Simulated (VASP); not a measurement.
# Bi (R-3m) in VASP: further runs

The runs below take Bi through band structure, with LDA, PBE+D3(BJ).

Everything below comes from runs of VASP 6.6.1. Logs are shortened: lines on timing, memory, paths and dates and some standing lists are left out, and cuts for length are marked.

### 1 The structure

The structure is trigonal, space group R-3m (No. 166). Conventional cell: a = 4.531 Å, b = 4.531 Å, c = 11.664 Å, α = 90.00°, β = 90.00°, γ = 120.00°. Bi (site symmetry 3m) is surrounded by 6 Bi at 3.09 to 3.44 Å.

### 2 Band structure, LDA

Contents of INCAR:

```
PREC = Accurate
ENCUT = 520
EDIFF = 1E-6
ISMEAR = 1
SIGMA = 0.1
LREAL = False
LASPH = True
NELM = 80
ALGO = Normal
ISIF = 2
LWAVE = False
LCHARG = False
NBANDS = 22
```

Contents of KPOINTS:

```
regular mesh
0
Gamma
  12 12 10
```

Contents of POSCAR:

```
Bi                                      
1.0
    2.2656626712      1.3080809576      3.8879168449
   -2.2656626712      1.3080809576      3.8879168449
    0.0000000000     -2.6161619055      3.8879168449
  Bi            
     2
Direct
     0.2372661059115935    0.2372661059115935    0.2372661059115934
     0.7627338940884066    0.7627338940884066    0.7627338940884066
```

Contents of KPOINTS_OPT:

```
explicit points
143
Reciprocal
 0.0000000000  0.0000000000  0.0000000000 1
 0.0357142857  0.0000000000  0.0000000000 1
 0.0714285714  0.0000000000  0.0000000000 1
 0.1071428571  0.0000000000  0.0000000000 1
 0.1428571429  0.0000000000  0.0000000000 1
 0.1785714286  0.0000000000  0.0000000000 1
[... 135 lines left out ...]
 0.6298282752  0.6298282752  0.2403434497 1
 0.6298282752  0.3701717248  0.0000000000 1
```

Potentials or basis: VASP PAW LDA potentials, release 64 (Bi_d).

Command:

```bash
$ cat potpaw_LDA.64/Bi_d/POTCAR > POTCAR
$ mpirun -np 1 vasp_std > vasp.out
```

OUTCAR:

```text
PREC = Accurate
   ENCUT = 520
   EDIFF = 1E-6
   ISMEAR = 1
   LREAL = False
   LASPH = True
   NELM = 80
   ISIF = 2

 ion  position               nearest neighbor table
   1  0.237  0.237  0.237-   2 3.09   2 3.09   2 3.09   2 3.44   2 3.44   2 3.44
   2  0.763  0.763  0.763-   1 3.09   1 3.09   1 3.09   1 3.44   1 3.44   1 3.44

  LATTYP: Found a trigonal (rhomboedric) cell.
 ALAT       =     4.6861712009
 COS(alpha) =     0.5324972244

  Lattice vectors:

 A1 = (   2.2656626712,   1.3080809576,   3.8879168449)
 A2 = (  -2.2656626712,   1.3080809576,   3.8879168449)
 A3 = (   0.0000000000,  -2.6161619055,   3.8879168449)

Analysis of symmetry for initial positions (statically):
=====================================================================
 Subroutine PRICEL returns:
 Original cell was already a primitive cell.

 Routine SETGRP: Setting up the symmetry group for a
 trigonal (rhombohedral) supercell.

 Subroutine GETGRP returns: Found 12 space group operations
 (whereof 12 operations were pure point group operations)
 out of a pool of 12 trial point group operations.

The static configuration has the point symmetry D_3d.

Analysis of symmetry for dynamics (positions and initial velocities):
=====================================================================
 Subroutine PRICEL returns:
 Original cell was already a primitive cell.

 Routine SETGRP: Setting up the symmetry group for a
 trigonal (rhombohedral) supercell.

 Subroutine GETGRP returns: Found 12 space group operations
 (whereof 12 operations were pure point group operations)
 out of a pool of 12 trial point group operations.

The dynamic configuration has the point symmetry D_3d.

 Subroutine INISYM returns: Found 12 space group operations
 (whereof 12 operations are pure point group operations),
 and found     1 'primitive' translations

----------------------------------------------------------------------------------------

                                     Primitive cell

  volume of cell :      69.1350

  direct lattice vectors                    reciprocal lattice vectors
     2.265662671  1.308080958  3.887916845     0.220685986  0.127413113  0.085735716
    -2.265662671  1.308080958  3.887916845    -0.220685986  0.127413113  0.085735716
     0.000000000 -2.616161905  3.887916845     0.000000000 -0.254826226  0.085735716

  length of vectors
     4.686171201  4.686171201  4.686171199     0.268862453  0.268862453  0.268862453

[... 95 lines left out ...]
   ICHARG =      2    charge: 1-file 2-atom 10-const
   ISPIN  =      1    spin polarized calculation?
   LNONCOLLINEAR =      F non collinear calculations
   LSORBIT =      F    spin-orbit coupling
   LASPH  =      T    aspherical Exc in radial PAW
   ENCUT  =  520.0 eV  38.22 Ry    6.18 a.u.   8.71  8.71  8.71*2*pi/ulx,y,z
   NELM   =     80;   NELMIN=  2; NELMDL= -5     # of ELM steps
   EDIFF  = 0.1E-05   stopping-criterion for ELM
   LREAL  =      F    real-space projection
   EDIFFG = 0.1E-04   stopping-criterion for IOM
   NSW    =      0    number of steps for IOM
   IBRION =     -1    ionic relax: 0-MD 1-quasi-New 2-CG
   NFREE  =      0    steps in history (QN), initial steepest desc. (CG)
   ISIF   =      2    stress and relaxation
   ISYM   =      2    0-nonsym 1-usesym 2-fastsym
   POTIM  = 0.5000    time-step for ionic-motion
   TEBEG  =    0.0;   TEEND  =   0.0 temperature during run
   PSTRESS=    0.0 pullay stress
   NELECT =      30.0000    total number of electrons
   NUPDOWN=      -1.0000    fix difference up-down
   EMIN   =  10.00;   EMAX   =-10.00  energy-range for DOS
   EFERMI =   0.00;   METHOD = LEGACY
   ISMEAR =     1;   SIGMA  =   0.10  broadening in eV -4-tet -1-fermi 0-gaus
   EFERMI_NEDOS =   21; number of points for ismear=-14 and -15
   IALGO  =     38    algorithm
   IMIX   =      4    mixing-type and parameters
     AMIX     =   0.40;   BMIX     =  1.00
     AMIX_MAG =   1.60;   BMIX_MAG =  1.00
  volume/ion in A,a.u.               =      34.57       233.27
  Fermi-wavevector in a.u.,A,eV,Ry     =   1.239413  2.342150 20.900500  1.536143
  Thomas-Fermi vector in A             =   2.373897
   LORBIT       =      0    0 simple, 1 ext, 2 COOP (PROOUT), +10 PAW based schemes
   GGA     = CA    functional components
   LHFCALC =     F    Hartree Fock is set to
   AEXX    =    0.0000 exact exchange contribution
   IVDW    =     0    specifies the selected vdW correction
   LEPSILON=     F    determine dielectric tensor
   LRPA    =     F    only Hartree local field effects (RPA)
 non-spin polarized calculation
 Methfessel and Paxton  Order N= 1 SIGMA  =   0.10
  energy-cutoff  :      520.00
  volume of cell :       69.14
 maximum number of plane-waves:      1887
   NGX = 17   NGY = 17   NGZ = 17

 number of electron      30.0000001 magnetization

 Free energy of the ion-electron system (eV)
  ---------------------------------------------------
  ext. energy  EPLUGINS =         0.00000000
  ---------------------------------------------------
  free energy    TOTEN  =        -9.11312489 eV

  energy without entropy =       -9.11318345  energy(sigma->0) =       -9.11314441

 E-fermi :   6.2834     XC(G=0):  -9.8899

 val. band max:        6.2830758103   @ k =   0.0833   0.0833   0.4000
 cond. band min:       6.2964337116   @ k =   0.3333   0.1667   0.2000
 fundamental gap:      0.0133579013
 Fermi energy:         6.2834176187

 k-point     1 :       0.0000    0.0000    0.0000
  band No.  band energies     occupation
      1     -16.6119      2.00000
      2     -16.6119      2.00000
      3     -16.4547      2.00000
      4     -16.4547      2.00000
      5     -16.4455      2.00000
      6     -16.2658      2.00000
[... 589 lines left out ...]
     21      14.3161      0.00000
     22      16.4580      0.00000

 [... further k-points ...]
[... 5 lines left out ...]
  --------------------------------------------------------------------------------------
  -------------------------------------------------------------------------------------
  Total       -0.6345796     -0.6345796     -0.6421114     -0.0000000     -0.0000000      0.0000000
  in kB      -14.7061374    -14.7061375    -14.8806825     -0.0000000     -0.0000000      0.0000000
  external PRESSURE =     -14.7643191 kB  Pullay stress =       0.0000000 kB

 VOLUME and BASIS-vectors are now :
 -----------------------------------------------------------------------------
  energy-cutoff  :      520.00
  volume of cell :       69.14
      direct lattice vectors                 reciprocal lattice vectors
     2.265662671  1.308080958  3.887916845     0.220685986  0.127413113  0.085735716
    -2.265662671  1.308080958  3.887916845    -0.220685986  0.127413113  0.085735716
     0.000000000 -2.616161905  3.887916845     0.000000000 -0.254826226  0.085735716

 POSITION                                       TOTAL-FORCE (eV/Angst)
 -----------------------------------------------------------------------------------
      0.00000      0.00000      2.76741         0.000000     -0.000000     -0.105266
      0.00000      0.00000      8.89634         0.000000      0.000000      0.105266
 -----------------------------------------------------------------------------------
    total drift:                               -0.000000      0.000000     -0.000000

  FREE ENERGIE OF THE ION-ELECTRON SYSTEM (eV)
  ---------------------------------------------------
  free  energy   TOTEN  =        -9.1131248898 eV

  energy  without entropy=       -9.1131834455  energy(sigma->0) =       -9.11314441
```

OSZICAR:

```text
N       E                     dE             d eps       ncg     rms          rms(c)
DAV:   1     0.308662563863E+03    0.30866E+03   -0.16214E+04 17226   0.165E+03
DAV:   2     0.171558162519E+02   -0.29151E+03   -0.28449E+03 17438   0.439E+02
DAV:   3    -0.821792591232E+01   -0.25374E+02   -0.25099E+02 20938   0.143E+02
DAV:   4    -0.909365191934E+01   -0.87573E+00   -0.87530E+00 21178   0.293E+01
DAV:   5    -0.913341925146E+01   -0.39767E-01   -0.39766E-01 25060   0.559E+00    0.104E+00
DAV:   6    -0.911939593390E+01    0.14023E-01   -0.19499E-02 22318   0.150E+00    0.602E-01
DAV:   7    -0.911319471079E+01    0.62012E-02   -0.11700E-02 22134   0.118E+00    0.105E-01
DAV:   8    -0.911311839591E+01    0.76315E-04   -0.11918E-03 20164   0.412E-01    0.173E-02
DAV:   9    -0.911312513219E+01   -0.67363E-05   -0.52005E-05 26070   0.532E-02    0.697E-03
DAV:  10    -0.911312488976E+01    0.24244E-06   -0.21756E-06 17346   0.140E-02
   1 F= -.91131249E+01 E0= -.91131444E+01  d E =0.585558E-04
       N       E                     dE             ncg
DAV:   1     0.132337390710E+05   -0.10813E+06     6306
DAV:   2    -0.282828256764E+05   -0.41517E+05     6406
DAV:   3    -0.319232049524E+05   -0.36404E+04     7668
DAV:   4    -0.320481532114E+05   -0.12495E+03     7888
DAV:   5    -0.320531100365E+05   -0.49568E+01     9036
DAV:   6    -0.320532190930E+05   -0.10906E+00     8860
DAV:   7    -0.320532215884E+05   -0.24954E-02     9054
DAV:   8    -0.320532216282E+05   -0.39749E-04     7006
DAV:   9    -0.320532216306E+05   -0.24109E-05     5258
DAV:  10    -0.320532216314E+05   -0.82239E-06     4730
```

Run time: 4.3 min. Hardware: 1 thread of Intel Xeon Platinum 8488C (Sapphire Rapids), shared host; peak memory 0.8 GiB.

What came out:

- Free energy: -9.1131 eV
- Pressure: -1.5 GPa
- Largest force: 0.105 eV/Å
- Band gap along the path: none (metal or under the smearing width)

Forces on the atoms (eV/Å):
```
Bi   0.000  0.000 -0.105
Bi   0.000  0.000  0.105
```

Levels at the corners of the path, in eV from the Fermi level:
```tsv
point	band 13	band 14	band 15	band 16	band 17	band 18
Γ	-1.53	-1.25	-1.25	2.73	3.01	3.01
L	-1.14	-1.00	-0.28	-0.26	0.34	0.75
L	-1.14	-1.00	-0.28	-0.26	0.34	0.75
B1	-4.18	-4.11	-0.31	0.63	5.12	5.12
B	-4.18	-4.11	-0.31	0.63	5.12	5.12
Z	-0.82	-0.52	-0.52	0.49	0.49	0.55
Z	-0.82	-0.52	-0.52	0.49	0.49	0.55
Γ	-1.53	-1.25	-1.25	2.73	3.01	3.01
Γ	-1.53	-1.25	-1.25	2.73	3.01	3.01
X	-4.48	-2.54	-2.52	3.01	3.12	4.68
Q	-4.48	-2.54	-2.52	3.01	3.12	4.68
F	-4.84	-3.13	-2.98	2.48	4.96	5.31
F	-4.84	-3.13	-2.98	2.48	4.96	5.31
P1	-4.55	-2.50	-2.49	2.95	3.47	4.49
P1	-4.55	-2.50	-2.49	2.95	3.47	4.49
Z	-0.82	-0.52	-0.52	0.49	0.49	0.55
L	-1.14	-1.00	-0.28	-0.26	0.34	0.75
P	-4.55	-2.50	-2.49	2.95	3.47	4.49
```

Caveat: spin-orbit coupling is left out, which moves the levels of the heavy elements.

[end of part 1 of 2]
